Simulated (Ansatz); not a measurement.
# Ti2Pt3: a trial structure relaxed, part 2 of 3

The task: take a trial cell of Ti2Pt3 to zero force and stress.

Ansatz 0.2.0; DFT PBE, scalar-relativistic, plane waves, PAW.

### 3 Coarse relaxation

The input, input.yaml:

```yaml
crystal:
  lattice:
    - [-3.61658351, 3.61658351, 3.61658351]
    - [3.61658351, -3.61658351, 3.61658351]
    - [3.61658351, 3.61658351, -3.61658351]
  atoms:
    - { symbol: Ti, position: [0.5, 0.5, 0.5] }
    - { symbol: Ti, position: [0.0, 0.0, 0.5] }
    - { symbol: Ti, position: [0.0, 0.5, 0.0] }
    - { symbol: Ti, position: [0.5, 0.0, 0.0] }
    - { symbol: Pt, position: [0.0, 0.32617228, 0.32617228] }
    - { symbol: Pt, position: [0.0, 0.67382772, 0.67382772] }
    - { symbol: Pt, position: [0.32617228, 0.0, 0.32617228] }
    - { symbol: Pt, position: [0.67382772, 0.0, 0.67382772] }
    - { symbol: Pt, position: [0.32617228, 0.32617228, 0.0] }
    - { symbol: Pt, position: [0.67382772, 0.67382772, 0.0] }
basis:
  ecutwfc: 420
kpoints:
  mp_grid: { grid: [4, 4, 4] }
hamiltonian:
  xc: pbe
scf:
  occupations: { method: gaussian, width: 0.1 }
  lower_state_search: "off"
output:
  forces: true
  stress: true
  eigenvalues: true
relax:
  adjacent_minimum: "off"
  f_tol: 0.04
  max_steps: 70
  cell: { stress_tol: 0.4 }
```

Run with:

```bash
> ansatz run input.yaml --threads 1 --pin off --max-ram 2560MiB --backend cpu --events-out ev --progress --plain --runs-dir out
```

Output:

```text
Warning: RAYON_NUM_THREADS=1 ignored (pool sized by the plan → 1); use --threads N
Engine: ansatz 0.2.0, x86_64-unknown-linux-gnu
Pseudopotentials: kind: paw
Pseudopotential: Ti, paw, valence charge 12, recommended cutoff 420 eV (normal), Ti.paw.azcp
Pseudopotential: Pt, paw, valence charge 18, recommended cutoff 420 eV (normal), Pt.paw.azcp
Functional definition: PBE
  parameter kappa = 0.804
  parameter beta = 0.06672455060314922
  exchange = pbe_x(kappa = kappa, mu = beta*pi^2/3)
  correlation = pbe_c(beta = beta)
Crystal: 10 atoms, lattice volume = 189.215 Å³
Basis set: ecut = 420 eV, 3781 PW (Γ), exchange–correlation on 90×90×90 points (8 copies of the dense FFT grid, shifted against one another)
Bands: 94, of which v1, the nominal top of the filled ones, is band 78 counted from 1 (77 counted from 0)
Symmetry: 48 space group operations
Space group: Im-3m (ITA 229), of the structure as read, at distance tolerance 5.7e-5 Å
k-points: 8 of 64
Non-local potential: Ti, projectors of the file, l = 0: 3, l = 1: 2, l = 2: 3, l = 3: 1
Non-local potential: Pt, projectors of the file, l = 0: 3, l = 1: 2, l = 2: 2, l = 3: 1
PAW form: soft (Blöchl's): semilocal exchange-correlation on the pseudo side does not see the compensation charge
PAW one-centre angular grid: Ti, 590 points (default); XC on 64 Gauss nodes
PAW one-centre angular grid: Pt, 590 points (default); XC on 64 Gauss nodes
Initial density: superposition of atomic densities (neutral atoms: chi_scale 0, normalization atom), corrected by the library's trained network
Initial wavefunctions: pseudopotential atomic-orbital guess
Functional: x = pbe(κ = 0.804, μ = 0.2195149727645171), c = pbe(β = 0.06672455060314922)
SCF iter   1: F=—  HF=-85139.289783 eV  |F-HF|=—  |Δ(HF+E_count)|=         —  Δρ=6.99e-3  dr2=1.49e-1  ethr=1.77e-3  ⟨swp⟩=4.5  Hψ=2297  notcnv=0
preconditioner: auto → Kerker (q_TF=auto, 2.642 Å⁻¹)  [metal: Δε(μ)=0.023 eV  Ē_g=4.449 eV  σ=0.100 eV  W_gap=0.13  n_scr=54 (ndim 8)  ℏωp=23.5 eV  f_vac=0.000  D(μ)=26.17/eV (n_scr^D=380)]
SCF iter   2: F=—  HF=-85139.281380 eV  |F-HF|=—  |Δ(HF+E_count)|=   8.40e-3  Δρ=3.17e-3  dr2=3.26e-2  ethr=9.54e-5  ⟨swp⟩=1.0  Hψ=872  notcnv=0
SCF iter   3: F=—  HF=-85139.278588 eV  |F-HF|=—  |Δ(HF+E_count)|=   2.79e-3  Δρ=5.95e-4  dr2=6.20e-4  ethr=2.09e-5  ⟨swp⟩=2.0  Hψ=842  notcnv=0
SCF iter   4: F=—  HF=-85139.278558 eV  |F-HF|=—  |Δ(HF+E_count)|=   2.99e-5  Δρ=1.48e-4  dr2=5.30e-5  ethr=3.97e-7  ⟨swp⟩=2.0  Hψ=1022  notcnv=0
SCF iter   5: F=—  HF=-85139.278842 eV  |F-HF|=—  |Δ(HF+E_count)|=   2.84e-4  Δρ=4.94e-5  dr2=7.47e-6  ethr=3.40e-8  ⟨swp⟩=2.5  Hψ=1132  notcnv=0
SCF iter   6: F=—  HF=-85139.278842 eV  |F-HF|=—  |Δ(HF+E_count)|=   5.83e-7  Δρ=1.68e-5  dr2=7.01e-7  ethr=4.79e-9  ⟨swp⟩=2.0  Hψ=1016  notcnv=0
SCF iter   7: F=-85139.278843 eV  HF=-85139.278843 eV  |F-HF|=5.53e-10  |Δ(HF+E_count)|=   1.84e-7  Δρ=5.48e-6  dr2=8.62e-8  ethr=6.41e-11  ⟨swp⟩=7.2  Hψ=2702  notcnv=0
SCF 1 converged in 7 iterations: F = -85139.278843 eV  dr2 = 8.62e-8
relax step   1: F+E_penalty+E_count = -85139.27884267 eV  Δ(F+E_penalty+E_count) = +0.000e0 eV  max|allowed force component| = 4.609e-1 eV/Å  Δτ_max = 0.0000 Å  P = -2.610 GPa  Ω = 189.215 Å³  (7 SCF iters, dr2 threshold 1.00e-7 eV, accepted)
Crystal: 10 atoms, lattice volume = 181.268 Å³
Basis set: ecut = 420 eV, 3511 PW (Γ), exchange–correlation on 90×90×90 points (8 copies of the dense FFT grid, shifted against one another)
Initial density: handed on by an earlier stage of this run
Initial wavefunctions: those handed on with the density
iter 1 solved again at ethr=5.94e-4 eV; its pass at ethr=3.10e-3 eV (dr2=9.27e-1 eV) is discarded
SCF iter   1: F=—  HF=-85139.454879 eV  |F-HF|=—  |Δ(HF+E_count)|=         —  Δρ=1.67e-2  dr2=9.30e-1  ethr=5.94e-4  ⟨swp⟩=1.0  Hψ=2968  notcnv=0
preconditioner: auto → Kerker (q_TF=auto, 2.661 Å⁻¹)  [metal: Δε(μ)=0.017 eV  Ē_g=4.597 eV  σ=0.100 eV  W_gap=0.10  n_scr=54 (ndim 8)  ℏωp=24.0 eV  f_vac=0.000  D(μ)=21.44/eV (n_scr^D=320)]
SCF iter   2: F=—  HF=-85139.380926 eV  |F-HF|=—  |Δ(HF+E_count)|=   7.40e-2  Δρ=7.87e-3  dr2=2.17e-1  ethr=5.94e-4  ⟨swp⟩=2.0  Hψ=852  notcnv=0
SCF iter   3: F=—  HF=-85139.358483 eV  |F-HF|=—  |Δ(HF+E_count)|=   2.24e-2  Δρ=1.23e-3  dr2=1.48e-3  ethr=1.39e-4  ⟨swp⟩=1.9  Hψ=850  notcnv=0
SCF iter   4: F=—  HF=-85139.358548 eV  |F-HF|=—  |Δ(HF+E_count)|=   6.51e-5  Δρ=2.73e-4  dr2=2.60e-4  ethr=9.49e-7  ⟨swp⟩=2.4  Hψ=1333  notcnv=0
SCF iter   5: F=—  HF=-85139.358799 eV  |F-HF|=—  |Δ(HF+E_count)|=   2.51e-4  Δρ=8.11e-5  dr2=1.53e-5  ethr=1.67e-7  ⟨swp⟩=1.8  Hψ=806  notcnv=0
SCF iter   6: F=—  HF=-85139.358801 eV  |F-HF|=—  |Δ(HF+E_count)|=   1.82e-6  Δρ=2.74e-5  dr2=2.37e-6  ethr=6.41e-10  ⟨swp⟩=5.6  Hψ=2737  notcnv=0
SCF iter   7: F=-85139.358801 eV  HF=-85139.358801 eV  |F-HF|=1.48e-7  |Δ(HF+E_count)|=   5.65e-8  Δρ=9.03e-6  dr2=2.34e-7  ethr=6.41e-10  ⟨swp⟩=4.0  Hψ=2320  notcnv=0
SCF 2 converged in 7 iterations: F = -85139.358801 eV  dr2 = 2.34e-7
relax step   2: F+E_penalty+E_count = -85139.35880085 eV  Δ(F+E_penalty+E_count) = -7.996e-2 eV  max|allowed force component| = 8.651e-2 eV/Å  Δτ_max = 0.0420 Å  P = +2.530 GPa  Ω = 181.268 Å³  energy of the carried Pulay correction = +2.326e-3 eV  (7 SCF iters, dr2 threshold 1.00e-6 eV, accepted)
Crystal: 10 atoms, lattice volume = 185.476 Å³
Basis set: ecut = 420 eV, 3589 PW (Γ), exchange–correlation on 90×90×90 points (8 copies of the dense FFT grid, shifted against one another)
iter 1 solved again at ethr=1.69e-4 eV; its pass at ethr=3.10e-3 eV (dr2=2.64e-1 eV) is discarded
SCF iter   1: F=—  HF=-85139.399465 eV  |F-HF|=—  |Δ(HF+E_count)|=         —  Δρ=8.71e-3  dr2=2.72e-1  ethr=1.69e-4  ⟨swp⟩=1.0  Hψ=2985  notcnv=0
preconditioner: auto → Kerker (q_TF=auto, 2.651 Å⁻¹)  [metal: Δε(μ)=0.042 eV  Ē_g=4.646 eV  σ=0.100 eV  W_gap=0.23  n_scr=54 (ndim 8)  ℏωp=23.8 eV  f_vac=0.000  D(μ)=25.44/eV (n_scr^D=380)]
SCF iter   2: F=—  HF=-85139.378483 eV  |F-HF|=—  |Δ(HF+E_count)|=   2.10e-2  Δρ=3.95e-3  dr2=6.04e-2  ethr=1.69e-4  ⟨swp⟩=1.0  Hψ=752  notcnv=0
SCF iter   3: F=—  HF=-85139.372148 eV  |F-HF|=—  |Δ(HF+E_count)|=   6.33e-3  Δρ=5.80e-4  dr2=9.80e-4  ethr=3.87e-5  ⟨swp⟩=1.9  Hψ=835  notcnv=0
SCF iter   4: F=—  HF=-85139.372257 eV  |F-HF|=—  |Δ(HF+E_count)|=   1.09e-4  Δρ=1.08e-4  dr2=2.67e-5  ethr=6.28e-7  ⟨swp⟩=2.0  Hψ=1067  notcnv=0
SCF iter   5: F=—  HF=-85139.372257 eV  |F-HF|=—  |Δ(HF+E_count)|=   2.03e-7  Δρ=2.74e-5  dr2=2.25e-6  ethr=1.71e-8  ⟨swp⟩=2.6  Hψ=1090  notcnv=0
SCF iter   6: F=-85139.372257 eV  HF=-85139.372257 eV  |F-HF|=5.17e-8  |Δ(HF+E_count)|=   5.34e-9  Δρ=8.56e-6  dr2=2.12e-7  ethr=6.41e-10  ⟨swp⟩=5.2  Hψ=2590  notcnv=0
SCF 3 converged in 6 iterations: F = -85139.372257 eV  dr2 = 2.12e-7
relax step   3: F+E_penalty+E_count = -85139.37225700 eV  Δ(F+E_penalty+E_count) = -1.346e-2 eV  max|allowed force component| = 1.500e-1 eV/Å  Δτ_max = 0.0150 Å  P = -1.057 GPa  Ω = 185.476 Å³  energy of the carried Pulay correction = +1.082e-3 eV  (6 SCF iters, dr2 threshold 1.00e-6 eV, accepted)
Crystal: 10 atoms, lattice volume = 184.347 Å³
Basis set: ecut = 420 eV, 3559 PW (Γ), exchange–correlation on 90×90×90 points (8 copies of the dense FFT grid, shifted against one another)
iter 1 solved again at ethr=1.35e-5 eV; its pass at ethr=3.10e-3 eV (dr2=2.10e-2 eV) is discarded
SCF iter   1: F=—  HF=-85139.384509 eV  |F-HF|=—  |Δ(HF+E_count)|=         —  Δρ=2.68e-3  dr2=2.09e-2  ethr=1.35e-5  ⟨swp⟩=1.4  Hψ=2325  notcnv=0
preconditioner: auto → Kerker (q_TF=auto, 2.653 Å⁻¹)  [metal: Δε(μ)=0.039 eV  Ē_g=4.601 eV  σ=0.100 eV  W_gap=0.22  n_scr=54 (ndim 8)  ℏωp=23.8 eV  f_vac=0.000  D(μ)=24.64/eV (n_scr^D=368)]
SCF iter   2: F=—  HF=-85139.382651 eV  |F-HF|=—  |Δ(HF+E_count)|=   1.86e-3  Δρ=1.31e-3  dr2=5.39e-3  ethr=1.34e-5  ⟨swp⟩=1.0  Hψ=752  notcnv=0
SCF iter   3: F=—  HF=-85139.381962 eV  |F-HF|=—  |Δ(HF+E_count)|=   6.89e-4  Δρ=1.44e-4  dr2=7.20e-5  ethr=3.46e-6  ⟨swp⟩=2.0  Hψ=1032  notcnv=0
SCF iter   4: F=—  HF=-85139.382169 eV  |F-HF|=—  |Δ(HF+E_count)|=   2.07e-4  Δρ=4.84e-5  dr2=6.84e-6  ethr=4.61e-8  ⟨swp⟩=2.0  Hψ=1067  notcnv=0
SCF iter   5: F=—  HF=-85139.382169 eV  |F-HF|=—  |Δ(HF+E_count)|=   8.33e-7  Δρ=1.74e-5  dr2=1.08e-6  ethr=4.39e-9  ⟨swp⟩=2.1  Hψ=1081  notcnv=0
SCF iter   6: F=-85139.382168 eV  HF=-85139.382168 eV  |F-HF|=3.74e-8  |Δ(HF+E_count)|=   1.35e-7  Δρ=5.70e-6  dr2=1.05e-7  ethr=6.41e-10  ⟨swp⟩=4.0  Hψ=2076  notcnv=0
SCF 4 converged in 6 iterations: F = -85139.382168 eV  dr2 = 1.05e-7
relax step   4: F+E_penalty+E_count = -85139.38216837 eV  Δ(F+E_penalty+E_count) = -9.911e-3 eV  max|allowed force component| = 1.049e-2 eV/Å  Δτ_max = 0.0116 Å  P = -0.038 GPa  Ω = 184.347 Å³  energy of the carried Pulay correction = +1.413e-3 eV  (6 SCF iters, dr2 threshold 1.00e-6 eV, accepted)
Initial wavefunctions: pseudopotential atomic-orbital guess (no wavefunctions were taken with the density)
iter 1 solved again at ethr=1.03e-7 eV; its pass at ethr=3.10e-3 eV (dr2=1.60e-4 eV) is discarded
SCF iter   1: F=—  HF=-85139.380518 eV  |F-HF|=—  |Δ(HF+E_count)|=         —  Δρ=6.15e-5  dr2=1.31e-6  ethr=1.03e-7  ⟨swp⟩=3.0  Hψ=4121  notcnv=0
preconditioner: auto → Kerker (q_TF=auto, 2.653 Å⁻¹)  [metal: Δε(μ)=0.028 eV  Ē_g=4.618 eV  σ=0.100 eV  W_gap=0.15  n_scr=54 (ndim 8)  ℏωp=23.8 eV  f_vac=0.000  D(μ)=24.93/eV (n_scr^D=368)]
SCF iter   2: F=—  HF=-85139.380746 eV  |F-HF|=—  |Δ(HF+E_count)|=   2.27e-4  Δρ=3.19e-5  dr2=3.37e-7  ethr=8.38e-10  ⟨swp⟩=2.8  Hψ=1475  notcnv=0
SCF iter   3: F=—  HF=-85139.380746 eV  |F-HF|=—  |Δ(HF+E_count)|=   9.33e-8  Δρ=3.06e-6  dr2=1.57e-8  ethr=2.16e-10  ⟨swp⟩=2.8  Hψ=1365  notcnv=0
iter 4 did not close the SCF: its close was put off for the readings that it lacked (scf_convergence_deferred on its scf_iter line)
SCF iter   4: F=-85139.380746 eV  HF=-85139.380746 eV  |F-HF|=9.60e-10  |Δ(HF+E_count)|=   2.08e-9  Δρ=8.25e-7  dr2=2.79e-9  ethr=1.01e-11  ⟨swp⟩=2.0  Hψ=1033  notcnv=0
iter 5 did not close the SCF: its close was put off for the readings that it lacked (scf_convergence_deferred on its scf_iter line)
SCF iter   5: F=-85139.380746 eV  HF=-85139.380746 eV  |F-HF|=2.18e-10  |Δ(HF+E_count)|=  1.46e-11  Δρ=3.70e-7  dr2=4.57e-10  ethr=1.79e-12  ⟨swp⟩=2.0  Hψ=1058  notcnv=0
SCF iter   6: F=-85139.380746 eV  HF=-85139.380746 eV  |F-HF|=1.46e-11  |Δ(HF+E_count)|=    0.00e0  Δρ=5.87e-8  dr2=6.87e-12  ethr=1.00e-12  ⟨swp⟩=2.0  Hψ=1859  notcnv=0
SCF 5 converged in 6 iterations: F = -85139.380746 eV  dr2 = 6.87e-12
relax step   5: F+E_penalty+E_count = -85139.38074564 eV  Δ(F+E_penalty+E_count) = +1.423e-3 eV  max|allowed force component| = 1.036e-2 eV/Å  Δτ_max = 0.0000 Å  P = -0.032 GPa  Ω = 184.347 Å³  stress off target by 3.16e-2 GPa  SCF on the basis re-selected at this cell (its energy is not comparable with the rows above)  (6 SCF iters)
basis re-selected at this cell: Δ(F+E_penalty+E_count) = +1.423e-3 eV, ΔP = +0.006 GPa vs the last step (what re-selecting the basis moved, of the pressure what is left beyond the Pulay correction that the steps carried, after the strain that the cell walked since its last selection, with what the two solves' SCF thresholds leave and, on support functions, any second-order correction that the steps lacked; it is no measure of the basis error at this ecutwfc). This SCF's stress stands 3.16e-2 GPa from its target on what of the cell is left free (relax.cell.stress_tol is 4.00e-1 GPa) and its largest allowed force component is 1.04e-2 eV/Å (relax.f_tol is 4.00e-2 eV/Å): within both
SCF converged after 6 iterations
Free energy (F): -85139.380746 eV
Harris-Foulkes:  -85139.380746 eV  (|F-HF|=1.46e-11)
Internal energy: -85139.256110 eV  (E = F + TS)
E sigma→0 (E₀):  -85139.318428 eV
Entropy (-TS):   -0.124635 eV (-12.464 meV/atom)
Fermi energy:    16.349280 eV
--- Per-component energies (eV) ---
  E_band       = -2097.208971
  E_kinetic    = 4919.919897
  E_local      = -15174.592444  (includes V_loc(G=0)·N_el)
  E_nonlocal   = 1229.608332
  E_hartree    = 5828.531015
  E_xc         = -1961.202843
  E_vxc        = -2305.040398  (∫ρ·V_xc dr)
  E_paw        = -60917.374453  (= ΣΔE_a)
  E_vpaw       = -2424.168350  (= ΣTr[D̂ρ^β])
  E_aug_tail   = 0.001754  (compensation charges beyond the density's cutoff)
  E_ewald      = -19064.147368
  E_smearing   = -0.124635  (= −TS)
  E_closure    = -0.000000  (closes the sum)
  Σ components = -85139.380746   (vs F -85139.380746, Δ=0.00e0)
--- Forces (eV/Å), atoms counted from 1 ---
  atom   1  Ti    -0.00000000    -0.00000000    -0.00000000
  atom   2  Ti    -0.00000000    -0.00000000     0.00000000
  atom   3  Ti    -0.00000000     0.00000000    -0.00000000
  atom   4  Ti    -0.00000000     0.00000000     0.00000000
  atom   5  Pt     0.01035689     0.00000000     0.00000000
  atom   6  Pt    -0.01035689    -0.00000000    -0.00000000
  atom   7  Pt    -0.00000000     0.01035689    -0.00000000
  atom   8  Pt     0.00000000    -0.01035689     0.00000000
  atom   9  Pt     0.00000000     0.00000000     0.01035689
  atom  10  Pt     0.00000000    -0.00000000    -0.01035689
  max |Σ_I F_I| component: 6.94e-18 eV/Å
--- Stress (GPa, compression-positive) ---
       -0.031595      -0.000000       0.000000
        0.000000      -0.031595      -0.000000
       -0.000000      -0.000000      -0.031595
  P = ⅓ Tr σ = -0.0316 GPa (-0.316 kbar)
--- Band table (eV; the first three rows and the last of 8) ---
  k-point 0: bands = ["-82.4592", "-82.4576", "-82.4576", "-82.4432", "-82.4432", "-82.4432", "-41.3408", "-41.3408", "-41.3408", "-41.3404", "-36.7793", "-36.7483", "-36.7483", "-36.7295", "-36.7295", "-36.7295", "-36.7280", "-36.7280", "-36.7280", "-36.7035", "-36.7035", "-36.7035", "-36.6900", "-36.6900", "-36.6900", "-36.5010", "-36.5010", "-36.5010", "-17.6257", "-17.6257", "-17.6257", "-17.6205", "-17.6205", "-17.6205", "-17.5936", "-17.5936", "-17.5709", "-17.5684", "-17.5684", "-17.5684", "8.2511", "10.9025", "11.1949", "11.1949", "11.4015", "11.4015", "11.4015", "11.5305", "11.5305", "11.5305", "11.9176", "11.9176", "12.1205", "12.1205", "12.1205", "12.1401", "12.1401", "12.1401", "12.3894", "12.3894", "12.7404", "12.7404", "12.7404", "12.8104", "13.0786", "13.0786", "13.5882", "13.5882", "13.5882", "13.8348", "14.1933", "14.6434", "14.6434", "14.6434", "15.5296", "15.5296", "15.5296", "16.3599", "16.3599", "16.3599", "16.3959", "16.3959", "16.3959", "17.6814", "17.6814", "17.7055", "17.7055", "17.7055", "17.8102", "17.8102", "17.8102", "17.8237", "17.8237", "17.8237"]
  k-point 1: bands = ["-82.4588", "-82.4579", "-82.4578", "-82.4435", "-82.4432", "-82.4430", "-41.3421", "-41.3408", "-41.3406", "-41.3393", "-36.7729", "-36.7571", "-36.7521", "-36.7310", "-36.7299", "-36.7269", "-36.7267", "-36.7246", "-36.7224", "-36.7033", "-36.7026", "-36.6999", "-36.6947", "-36.6932", "-36.6921", "-36.5061", "-36.5009", "-36.4959", "-17.6251", "-17.6231", "-17.6201", "-17.6178", "-17.6165", "-17.6161", "-17.5975", "-17.5924", "-17.5796", "-17.5740", "-17.5710", "-17.5696", "8.6923", "11.0015", "11.0288", "11.0699", "11.1878", "11.3024", "11.4099", "11.4462", "11.4598", "11.7068", "11.8107", "11.8612", "11.8783", "11.9879", "12.0761", "12.1780", "12.3245", "12.3261", "12.3925", "12.4799", "12.6302", "12.6400", "12.7268", "12.9507", "13.0457", "13.0471", "13.3760", "13.5761", "13.6176", "13.7804", "13.8019", "14.2897", "14.3964", "14.5751", "15.6064", "15.6823", "15.9166", "16.3265", "16.4419", "16.5485", "16.5902", "16.7927", "16.8985", "16.9583", "17.4033", "17.4791", "17.6107", "17.7238", "17.7294", "17.7987", "17.8235", "17.8929", "17.9278", "17.9687"]
  k-point 2: bands = ["-82.4582", "-82.4582", "-82.4581", "-82.4437", "-82.4432", "-82.4428", "-41.3436", "-41.3408", "-41.3407", "-41.3378", "-36.7636", "-36.7611", "-36.7600", "-36.7340", "-36.7306", "-36.7258", "-36.7253", "-36.7208", "-36.7157", "-36.7011", "-36.7008", "-36.7004", "-36.6988", "-36.6961", "-36.6950", "-36.5115", "-36.5008", "-36.4909", "-17.6292", "-17.6225", "-17.6116", "-17.6113", "-17.6070", "-17.6069", "-17.6067", "-17.5941", "-17.5901", "-17.5815", "-17.5724", "-17.5702", "9.7492", "9.9515", "10.9062", "11.0653", "11.1462", "11.2405", "11.3163", "11.4072", "11.4345", "11.7615", "11.8336", "11.9066", "11.9130", "12.0290", "12.0981", "12.1624", "12.2556", "12.2637", "12.3076", "12.3196", "12.3251", "12.5407", "12.9366", "13.1578", "13.2702", "13.3004", "13.3207", "13.4205", "13.4551", "13.7726", "13.8926", "14.1000", "14.1453", "14.4487", "15.7470", "15.7513", "16.0780", "16.2247", "16.2768", "16.7054", "16.7129", "16.7605", "17.0225", "17.2558", "17.3441", "17.5259", "17.5772", "17.5992", "17.6063", "17.7168", "17.7228", "17.7743", "17.8626", "17.8645"]
  k-point 7: bands = ["-82.4591", "-82.4577", "-82.4577", "-82.4432", "-82.4432", "-82.4432", "-41.3437", "-41.3437", "-41.3437", "-41.3320", "-36.7802", "-36.7487", "-36.7487", "-36.7232", "-36.7232", "-36.7232", "-36.7205", "-36.7205", "-36.7205", "-36.7154", "-36.7154", "-36.7154", "-36.6916", "-36.6916", "-36.6916", "-36.5007", "-36.5007", "-36.5007", "-17.6430", "-17.6430", "-17.6179", "-17.6162", "-17.6162", "-17.6162", "-17.5810", "-17.5810", "-17.5810", "-17.5697", "-17.5697", "-17.5697", "10.0793", "10.7984", "10.7984", "10.7984", "10.8493", "10.8493", "11.5140", "11.5140", "11.5140", "11.5212", "11.5212", "11.5212", "11.7315", "11.9392", "11.9392", "12.0708", "12.0708", "12.4861", "12.4861", "12.4861", "12.5374", "13.0103", "13.0103", "13.0103", "13.1685", "13.4552", "13.4552", "13.4552", "13.9616", "13.9616", "13.9850", "13.9850", "13.9850", "14.7918", "14.7918", "14.7918", "16.0716", "16.0716", "16.0716", "16.4697", "16.4697", "16.4697", "17.2330", "17.5680", "17.5680", "17.5680", "17.6520", "17.6520", "17.7705", "17.7705", "17.7705", "17.8396", "17.8396", "17.8396"]
--- Relaxed structure (4 steps of the walk, 4 accepted, 1 SCFs on fresh bases) ---
  F+E_penalty+E_count = -85139.38074564 eV   max|allowed force component| = 1.036e-2 eV/Å   (the final SCF, on the basis selected at the relaxed cell)
  cell:  # Å, volume = 184.3469 Å³
    - [-3.58529799105147, 3.58529799105147, 3.58529799105147]
    - [3.58529799105147, -3.58529799105147, 3.58529799105147]
    - [3.58529799105147, 3.58529799105147, -3.58529799105147]
  atoms:
    - { symbol: Ti, position: [0.5000000000000001, 0.5000000000000001, 0.5000000000000001] }
    - { symbol: Ti, position: [0.0, 0.0, 0.5000000000000001] }
    - { symbol: Ti, position: [0.0, 0.5000000000000001, 0.0] }
    - { symbol: Ti, position: [0.5000000000000001, 0.0, 0.0] }
    - { symbol: Pt, position: [4.3169226538311777e-19, 0.31990300044501446, 0.31990300044501446] }
    - { symbol: Pt, position: [4.3169226538311796e-19, 0.6800969995549856, 0.6800969995549856] }
    - { symbol: Pt, position: [0.31990300044501446, 4.556751690155132e-19, 0.31990300044501446] }
    - { symbol: Pt, position: [0.6800969995549856, 4.55675169015513e-19, 0.6800969995549856] }
    - { symbol: Pt, position: [0.31990300044501446, 0.31990300044501446, 4.556751690155132e-19] }
    - { symbol: Pt, position: [0.6800969995549856, 0.6800969995549856, 4.556751690155131e-19] }
```

Wall time 13 s (1 thread of AMD EPYC 9R45 (Zen 5), shared host); peak memory 0.59 GiB.

Relaxation path:

| step | energy from step 1 (eV/cell) | largest force component (eV/Å) | pressure (GPa) | volume (Å³) |
| --- | --- | --- | --- | --- |
| 1 | 0.0000 | 0.4609 | -2.61 | 189.22 |
| 2 | -0.0800 | 0.0865 | 2.53 | 181.27 |
| 3 | -0.0934 | 0.1500 | -1.06 | 185.48 |
| 4 | -0.1033 | 0.0105 | -0.04 | 184.35 |
| 5 | -0.1019 | 0.0104 | -0.03 | 184.35 |

Step 1 is the start. Step 5 repeats the geometry before it on a plane-wave basis chosen anew for that cell, so its energy need not be comparable with the rows above.

Lengths and angles in the start's conventional setting:

|  | before | after | change |
| --- | --- | --- | --- |
| a (Å) | 7.233 | 7.171 | -0.9 % |
| b (Å) | 7.233 | 7.171 | -0.9 % |
| c (Å) | 7.233 | 7.171 | -0.9 % |
| volume (Å³/atom) | 18.92 | 18.43 | -2.6 % |
| shortest distance (Å) | 2.515 | 2.583 | +2.7 % |
| space group (0.01 Å) | Im-3m | Im-3m | same |

Forces and stress were held to the start's 48 operations: a distortion of lower symmetry was not tested.

[end of part 2 of 3]
